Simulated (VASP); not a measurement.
Here is a VASP 6.6.1 calculation.

Contents of INCAR:

```
  PREC = Accurate
  ENCUT = 520
  EDIFF = 1E-6
  ISMEAR = 0
  SIGMA = 0.15
  LREAL = False
  LASPH = True
  NELM = 60
  ALGO = Fast
  ISIF = 2
  LWAVE = False
  LCHARG = True
  GGA = PE
  LELF = True
  LVHAR = True
  NBANDS = 12
```

KPOINTS

```
Automatic mesh
0
Gamma
  22 22 22
```

File POSCAR:

```
Ta
1.0
   -1.6978192176      1.6978192176      1.5619936802
    1.6978192176     -1.6978192176      1.5619936802
    1.6978192176      1.6978192176     -1.5619936802
Ta
1
Direct
    0.0000000000      0.0000000000      0.0000000000
```

Potentials or basis: VASP PAW PBE potentials, release 64 (Ta_pv).

Command:

```sh
$ cat potpaw_PBE.64/Ta_pv/POTCAR > POTCAR
$ mpirun -np 1 vasp_std > vasp.out
```

What does it give for the pressure?

3.7 GPa.

What does it give for the band gap on the k mesh?

None (metal or under the smearing width).

Stress tensor (GPa, compression positive):
```
1.38 0.00 0.00
0.00 1.38 0.00
0.00 0.00 8.33
```

The run has no spin-orbit coupling, so splittings on Ta are missing.
